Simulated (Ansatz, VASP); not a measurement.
Si: VASP beside Ansatz

```
Si
1.0
     4.28863    0.00000    0.00000
    -2.14431    3.71406    0.00000
     0.00000    0.00000    2.50757
Si
3
Direct
  0.00000 0.00000 0.00000
  0.33333 0.66667 0.50000
  0.66667 0.33333 0.50000
```

Change from the starting cell: volume scaled by 0.9, LAPW.

Alike in both runs: task single point; functional PBE; k mesh 9 × 9 × 12; occupations fermi-dirac, width 0.1 eV; no spin polarisation.

```csv
,VASP,Ansatz
version,VASP 6.6.1,Ansatz 0.2.0
potentials or method,"VASP PAW PBE potentials, release 64 (Si), cutoff 520 eV","all-electron LAPW, scalar-relativistic"
```

VASP gave:

| Property | Result |
| --- | --- |
| pressure (GPa) | 12.2 |

What did Ansatz give for the same quantities?

Pressure (GPa): 12.3.

Ansatz ran all-electron here, so the differences hold the error of VASP's frozen core and of both bases.
